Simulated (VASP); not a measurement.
# Be (P6_3/mmc) in VASP: a series of runs

Aim: see how the results for Be move with the level of theory and the settings. Levels: LDA, PBE, PBEsol. Tasks: relaxation of shape and atoms at fixed volume, relaxation of cell and atoms.

All numbers are computed with VASP 6.6.1; they aren't measurements. Logs are shortened: lines on timing, memory, paths and dates and some standing lists are left out, and cuts for length are marked.

## Step 1: The crystal as given

Symmetry: P6_3/mmc, No. 194, hexagonal system. Conventional cell: a = 2.285 Å, b = 2.285 Å, c = 3.584 Å, α = 90.00°, β = 90.00°, γ = 120.00°. Around Be (site symmetry -6m2) lie 12 Be at 2.23 to 2.29 Å.

## Step 2: Relaxation of shape and atoms at fixed volume, LDA (a relaxed cell with its volume scaled by 1.04)

The input, INCAR:

```
SYSTEM = Be
ALGO = Normal
EDIFF = 1E-7
EDIFFG = -0.01
ENCUT = 600
IBRION = 2
ISIF = 4
ISMEAR = 1
LASPH = .True.
LCHARG = .False.
LREAL = .False.
LWAVE = .False.
NELM = 80
NSW = 40
PREC = Accurate
SIGMA = 0.1
```

The input, KPOINTS:

```
k-points
0
Gamma
  18 18 10
  0 0 0
```

The input, POSCAR:

```
Be                                      
1.0
    2.2559429011     -0.0000000000     -0.0000000000
   -1.1279714506      1.9537038619      0.0000000000
    0.0000000000     -0.0000000000      3.5719863584
  Be            
     2
Direct
     0.3333333332999970    0.6666666667000030    0.2500000000000000
     0.6666666667000030    0.3333333332999970    0.7500000000000000
```

Potentials or basis: VASP PAW LDA potentials, release 64 (Be).

Run with:

```console
cat potpaw_LDA.64/Be/POTCAR > POTCAR
mpirun -np 1 vasp_std > vasp.out
```

OUTCAR:

```text
SYSTEM = Be
   EDIFF = 1E-7
   EDIFFG = -0.01
   ENCUT = 600
   IBRION = 2
   ISIF = 4
   ISMEAR = 1
   LASPH = .True.
   LREAL = .False.
   NELM = 80
   NSW = 40
   PREC = Accurate

 ion  position               nearest neighbor table
   1  0.333  0.667  0.250-   2 2.21   2 2.21   2 2.21   2 2.21   2 2.21   2 2.21
   2  0.667  0.333  0.750-   1 2.21   1 2.21   1 2.21   1 2.21   1 2.21   1 2.21

  LATTYP: Found a hexagonal cell.
 ALAT       =     2.2559429011
 C/A-ratio  =     1.5833673612

  Lattice vectors:

 A1 = (   2.2559429011,   0.0000000000,   0.0000000000)
 A2 = (  -1.1279714506,   1.9537038619,   0.0000000000)
 A3 = (   0.0000000000,   0.0000000000,   3.5719863584)

Analysis of symmetry for initial positions (statically):
=====================================================================
 Subroutine PRICEL returns:
 Original cell was already a primitive cell.

 Routine SETGRP: Setting up the symmetry group for a
 hexagonal supercell.

 Subroutine GETGRP returns: Found 24 space group operations
 (whereof 12 operations were pure point group operations)
 out of a pool of 24 trial point group operations.

The static configuration has the point symmetry D_3d.
 The point group associated with its full space group is D_6h.

Analysis of symmetry for dynamics (positions and initial velocities):
=====================================================================
 Subroutine PRICEL returns:
 Original cell was already a primitive cell.

 Routine SETGRP: Setting up the symmetry group for a
 hexagonal supercell.

 Subroutine GETGRP returns: Found 24 space group operations
 (whereof 12 operations were pure point group operations)
 out of a pool of 24 trial point group operations.

The dynamic configuration has the point symmetry D_3d.
 The point group associated with its full space group is D_6h.

 Subroutine INISYM returns: Found 24 space group operations
 (whereof 12 operations are pure point group operations),
 and found     1 'primitive' translations

----------------------------------------------------------------------------------------

                                     Primitive cell

  volume of cell :      15.7433

  direct lattice vectors                    reciprocal lattice vectors
     2.255942901  0.000000000  0.000000000     0.443273631  0.255924150  0.000000000
    -1.127971451  1.953703862  0.000000000     0.000000000  0.511848300  0.000000000
     0.000000000  0.000000000  3.571986358     0.000000000  0.000000000  0.279956276

  length of vectors
     2.255942901  2.255942901  3.571986358     0.511848300  0.511848300  0.279956276

  position of ions in fractional coordinates (direct lattice)
     0.333333333  0.666666667  0.250000000
     0.666666667  0.333333333  0.750000000

  ion indices of the primitive-cell ions
   primitive index   ion index
                 1           1
                 2           2

----------------------------------------------------------------------------------------

 KPOINTS: k-points

Automatic generation of k-mesh.
 Grid dimensions read from file:
 generate k-points for:   18   18   10

 Generating k-lattice:

  Cartesian coordinates                     Fractional coordinates (reciprocal lattice)
     0.024626313  0.014218008  0.000000000     0.055555556 -0.000000000  0.000000000
     0.000000000  0.028436017  0.000000000     0.000000000  0.055555556  0.000000000
     0.000000000  0.000000000  0.027995628     0.000000000  0.000000000  0.100000000

  Length of vectors
     0.028436017  0.028436017  0.027995628

  Shift w.r.t. Gamma in fractional coordinates (k-lattice)
[... 57 lines left out ...]
   NFREE  =      1    steps in history (QN), initial steepest desc. (CG)
   ISIF   =      4    stress and relaxation
   ISYM   =      2    0-nonsym 1-usesym 2-fastsym
   POTIM  = 0.5000    time-step for ionic-motion
   TEBEG  =    0.0;   TEEND  =   0.0 temperature during run
   PSTRESS=    0.0 pullay stress
   NELECT =       4.0000    total number of electrons
   NUPDOWN=      -1.0000    fix difference up-down
   EMIN   =  10.00;   EMAX   =-10.00  energy-range for DOS
   EFERMI =   0.00;   METHOD = LEGACY
   ISMEAR =     1;   SIGMA  =   0.10  broadening in eV -4-tet -1-fermi 0-gaus
   EFERMI_NEDOS =   21; number of points for ismear=-14 and -15
   IALGO  =     38    algorithm
   IMIX   =      4    mixing-type and parameters
     AMIX     =   0.40;   BMIX     =  1.00
     AMIX_MAG =   1.60;   BMIX_MAG =  1.00
  volume/ion in A,a.u.               =       7.87        53.12
  Fermi-wavevector in a.u.,A,eV,Ry     =   1.036882  1.959423 14.627951  1.075124
  Thomas-Fermi vector in A             =   2.171294
   LORBIT       =      0    0 simple, 1 ext, 2 COOP (PROOUT), +10 PAW based schemes
   GGA     = CA    functional components
   LHFCALC =     F    Hartree Fock is set to
   AEXX    =    0.0000 exact exchange contribution
   IVDW    =     0    specifies the selected vdW correction
   LEPSILON=     F    determine dielectric tensor
   LRPA    =     F    only Hartree local field effects (RPA)
 conjugate gradient relaxation of ions
 non-spin polarized calculation
 Methfessel and Paxton  Order N= 1 SIGMA  =   0.10
  energy-cutoff  :      600.00
  volume of cell :       15.74
 maximum number of plane-waves:       543
 NGX is ok and might be reduce to    18
   NGX =  9   NGY =  9   NGZ = 15

--------------------------------------- Ionic step        1  -------------------------------------------

 number of electron       4.0000000 magnetization

 Free energy of the ion-electron system (eV)
  ---------------------------------------------------
  ext. energy  EPLUGINS =         0.00000000
  ---------------------------------------------------
  free energy    TOTEN  =        -8.40723592 eV

  energy without entropy =       -8.40705446  energy(sigma->0) =       -8.40717543

------------------------ aborting loop because EDIFF is reached ----------------------------------------

  FORCE on cell =-STRESS in cart. coord.  units (eV):
  Direction    XX          YY          ZZ          XY          YZ          ZX
  --------------------------------------------------------------------------------------
  -------------------------------------------------------------------------------------
  Total       -0.4543729     -0.4543729     -0.5130965      0.0000000      0.0000000     -0.0000000
  in kB      -46.2409089    -46.2409089    -52.2171293      0.0000000      0.0000000     -0.0000000
  external PRESSURE =     -48.2329824 kB  Pullay stress =       0.0000000 kB

 VOLUME and BASIS-vectors are now :
 -----------------------------------------------------------------------------
  energy-cutoff  :      600.00
  volume of cell :       15.74
      direct lattice vectors                 reciprocal lattice vectors
     2.255942901  0.000000000  0.000000000     0.443273631  0.255924150  0.000000000
    -1.127971451  1.953703862  0.000000000     0.000000000  0.511848300  0.000000000
     0.000000000  0.000000000  3.571986358     0.000000000  0.000000000  0.279956276

 POSITION                                       TOTAL-FORCE (eV/Angst)
 -----------------------------------------------------------------------------------
     -0.00000      1.30247      0.89300        -0.000000      0.000000      0.000000
      1.12797      0.65123      2.67899         0.000000     -0.000000      0.000000
 -----------------------------------------------------------------------------------
    total drift:                                0.000000     -0.000000      0.000000

  FREE ENERGIE OF THE ION-ELECTRON SYSTEM (eV)
  ---------------------------------------------------
  free  energy   TOTEN  =        -8.4072359190 eV

  energy  without entropy=       -8.4070544564  energy(sigma->0) =       -8.40717543

--------------------------------------- Ionic step        2  -------------------------------------------

 number of electron       4.0000000 magnetization

 Free energy of the ion-electron system (eV)
  ---------------------------------------------------
  ext. energy  EPLUGINS =         0.00000000
  ---------------------------------------------------
  free energy    TOTEN  =        -8.40726635 eV

  energy without entropy =       -8.40709615  energy(sigma->0) =       -8.40720962

 E-fermi :   6.9834     XC(G=0): -10.6358

 val. band max:        6.8312995378   @ k =   0.2778   0.2778   0.1000
 cond. band min:       6.9952412438   @ k =   0.3333   0.2778   0.3000
 fundamental gap:      0.1639417059
 Fermi energy:         6.9834327018

 k-point     1 :       0.0000    0.0000    0.0000
  band No.  band energies     occupation
      1      -4.4182      2.00000
      2       2.3159      2.00000
      3       7.9780     -0.00000
      4      22.6762      0.00000
      5      22.6762      0.00000
      6      25.4933      0.00000
[... 199 lines left out ...]
 k-point    24 :       0.3889    0.1111    0.0000
  band No.  band energies     occupation
      1       1.3417      2.00000
      2       4.9125      2.00000
      3       9.7637      0.00000
      4      12.4218      0.00000
      5      13.9641      0.00000
      6      14.7223      0.00000

 [... further k-points ...]

------------------------ aborting loop because EDIFF is reached ----------------------------------------

  FORCE on cell =-STRESS in cart. coord.  units (eV):
  Direction    XX          YY          ZZ          XY          YZ          ZX
  --------------------------------------------------------------------------------------
  -------------------------------------------------------------------------------------
  Total       -0.4706942     -0.4706942     -0.4763926      0.0000000      0.0000000      0.0000000
  in kB      -47.9019086    -47.9019086    -48.4818278      0.0000000      0.0000000      0.0000000
  external PRESSURE =     -48.0952150 kB  Pullay stress =       0.0000000 kB

 VOLUME and BASIS-vectors are now :
 -----------------------------------------------------------------------------
  energy-cutoff  :      600.00
  volume of cell :       15.74
      direct lattice vectors                 reciprocal lattice vectors
     2.257008579  0.000000000 -0.000000000     0.443064333  0.255803312 -0.000000000
    -1.128504289  1.954626766  0.000000000    -0.000000000  0.511606624 -0.000000000
     0.000000000  0.000000000  3.568614030     0.000000000  0.000000000  0.280220834

 POSITION                                       TOTAL-FORCE (eV/Angst)
 -----------------------------------------------------------------------------------
     -0.00000      1.30308      0.89215        -0.000000     -0.000000      0.000000
      1.12850      0.65154      2.67646         0.000000      0.000000      0.000000
 -----------------------------------------------------------------------------------
    total drift:                                0.000000     -0.000000      0.000000

  FREE ENERGIE OF THE ION-ELECTRON SYSTEM (eV)
  ---------------------------------------------------
  free  energy   TOTEN  =        -8.4072663498 eV

  energy  without entropy=       -8.4070961541  energy(sigma->0) =       -8.40720962

 reached required accuracy - stopping structural energy minimisation
```

It took 16 s on 1 thread of Intel Xeon Platinum 8488C (Sapphire Rapids), shared host; peak memory 0.13 GiB.

Results:

```yaml
Free_energy: -8.4073 eV
Energy_gained_by_relaxing: 0.0 meV/atom
Ionic_steps: 2
Pressure_after_relaxing: -4.8 GPa
Band_gap_on_the_k_mesh: none (metal or under the smearing width)
```

Final structure:
```yaml
crystal:
  lattice:
    - [2.25701, 0.00000, 0.00000]
    - [-1.12850, 1.95463, 0.00000]
    - [0.00000, 0.00000, 3.56861]
  atoms:
    - { symbol: Be, position: [0.33333, 0.66667, 0.25000] }
    - { symbol: Be, position: [0.66667, 0.33333, 0.75000] }
```

Levels at points of the mesh, in eV from the Fermi level:
| k point | band 1 | band 2 | band 3 | band 4 | band 5 |
| --- | --- | --- | --- | --- | --- |
| (0.00, 0.00, 0.00) | -11.40 | -4.67 | 0.99 | 15.69 | 15.69 |
| (0.50, 0.00, 0.00) | -5.16 | -3.24 | 3.40 | 6.33 | 6.56 |
| (0.00, 0.00, 0.50) | -9.28 | -9.28 | 10.40 | 10.40 | 17.30 |
| (0.50, 0.00, 0.50) | -3.81 | -3.81 | 1.52 | 1.52 | 11.76 |

## Step 3: Relaxation of shape and atoms at fixed volume, LDA (a relaxed cell with its volume scaled by 1.06)

INCAR is that of step 2.

KPOINTS is that of step 2.

The input, POSCAR:

```
Be                                      
1.0
    2.2703123516     -0.0000000000     -0.0000000000
   -1.1351561758      1.9661481710      0.0000000000
    0.0000000000     -0.0000000000      3.5947384773
  Be            
     2
Direct
     0.3333333332999970    0.6666666667000030    0.2500000000000000
     0.6666666667000030    0.3333333332999970    0.7500000000000000
```

Potentials or basis: VASP PAW LDA potentials, release 64 (Be).

Run with:

```console
cat potpaw_LDA.64/Be/POTCAR > POTCAR
mpirun -np 1 vasp_std > vasp.out
```

It took 14 s on 1 thread of Intel Xeon Platinum 8488C (Sapphire Rapids), shared host; peak memory 0.13 GiB.

It converged, with:

| Property | Result |
| --- | --- |
| Free energy | -8.3962 eV |
| Energy gained by relaxing | 0.0 meV/atom |
| Ionic steps | 2 |
| Pressure after relaxing | -6.9 GPa |
| Band gap on the k mesh | none (metal or under the smearing width) |

Stress tensor (GPa, compression positive):
```
-6.90  0.00  0.00
 0.00 -6.90  0.00
 0.00  0.00 -6.99
```

Final structure:
```yaml
crystal:
  lattice:
    - [2.27188, 0.00000, 0.00000]
    - [-1.13594, 1.96750, 0.00000]
    - [0.00000, 0.00000, 3.58979]
  atoms:
    - { symbol: Be, position: [0.33333, 0.66667, 0.25000] }
    - { symbol: Be, position: [0.66667, 0.33333, 0.75000] }
```

Levels at points of the mesh, in eV from the Fermi level:
```csv
k point,band 1,band 2,band 3,band 4,band 5
"(0.00, 0.00, 0.00)",-11.30,-4.59,0.94,15.44,15.44
"(0.50, 0.00, 0.00)",-5.09,-3.23,3.36,6.26,6.44
"(0.00, 0.00, 0.50)",-9.19,-9.19,10.26,10.26,17.02
"(0.50, 0.00, 0.50)",-3.75,-3.75,1.45,1.45,11.58
```

## Step 4: Relaxation of cell and atoms, PBE, target pressure 21.2 GPa, at which the enthalpy is minimised

The input, INCAR:

```
PREC     = Accurate       # precision mode
ENCUT    = 600            # plane-wave cutoff, eV
EDIFF    = 1E-6           # SCF threshold, eV
ISMEAR   = 1              # smearing method
SIGMA    = 0.1            # smearing width, eV
LREAL    = False          # projectors in reciprocal space
LASPH    = True           # aspherical terms in the spheres
NELM     = 80             # most SCF steps
ALGO     = Normal         # electronic algorithm
ISIF     = 3              # what is computed and relaxed
LWAVE    = False          # write WAVECAR
LCHARG   = False          # write CHGCAR
GGA      = PE             # functional
IBRION   = 2              # ionic algorithm
NSW      = 90             # ionic steps
EDIFFG   = -0.01          # ionic threshold
PSTRESS  = 212.0
```

The input, KPOINTS:

```
regular mesh
0
Gamma
  18 18 10
```

The input, POSCAR:

```
Be
1.0
    2.2853000000      0.0000000000      0.0000000000
   -1.1426500000      1.9791278553      0.0000000000
    0.0000000000      0.0000000000      3.5842000000
Be
2
Direct
    0.3333333333      0.6666666667      0.2500000000
    0.6666666667      0.3333333333      0.7500000000
```

Potentials or basis: VASP PAW PBE potentials, release 64 (Be).

Run with:

```console
cat potpaw_PBE.64/Be/POTCAR > POTCAR
mpirun -np 1 vasp_std > vasp.out
```

Wall time 30 s (1 thread of Intel Xeon Platinum 8559C (Emerald Rapids), shared host); peak memory 0.14 GiB.

It converged, with:

- Free energy: -7.4080 eV
- Relaxed volume: 6.89 Å³/atom
- Relaxed cell: a = 2.156 Å, b = 2.156 Å, c = 3.425 Å, α = 90.00°, β = 90.00°, γ = 120.00°
- Space group after relaxing (to 0.05 Å): P6_3/mmc (No. 194)
- Energy change on relaxing (the enthalpy is what falls): +59.1 meV/atom
- Ionic steps: 7
- Pressure after relaxing: 21.3 GPa
- Band gap on the k mesh: none (metal or under the smearing width)

The path:
```
step  energy change (eV)  largest force (eV/Å)  pressure (GPa)  volume (Å³)
   1              0.0000                0.0000           -2.77        16.21
   2              0.1563                0.0000           25.07        13.53
   3              0.1193                0.0000           21.40        13.79
   4              0.1133                0.0000           20.77        13.83
   5              0.1129                0.0000           20.72        13.83
   6              0.1128                0.0000           20.72        13.83
   7              0.1181                0.0000           21.28        13.79
```

Final structure:
```
Be
1.0
     2.15598    0.00000    0.00000
    -1.07799    1.86713    0.00000
     0.00000    0.00000    3.42547
Be
2
Cartesian
  0.0000 1.2448 0.8564
  1.0780 0.6224 2.5691
```

Levels at points of the mesh, in eV from the Fermi level:
| k point | band 1 | band 2 | band 3 | band 4 | band 5 | band 6 |
| --- | --- | --- | --- | --- | --- | --- |
| (0.00, 0.00, 0.00) | -12.30 | -5.24 | 1.26 | 17.82 | 17.82 | 20.90 |
| (0.50, 0.00, 0.00) | -5.69 | -3.42 | 3.77 | 6.77 | 7.43 | 10.39 |
| (0.00, 0.00, 0.50) | -10.06 | -10.06 | 11.42 | 11.42 | 19.63 | 19.63 |
| (0.50, 0.00, 0.50) | -4.22 | -4.22 | 1.87 | 1.87 | 13.24 | 13.24 |

Caveat: the cell is relaxed towards a set pressure, so the enthalpy falls and the energy may rise.

[end of part 1 of 2]
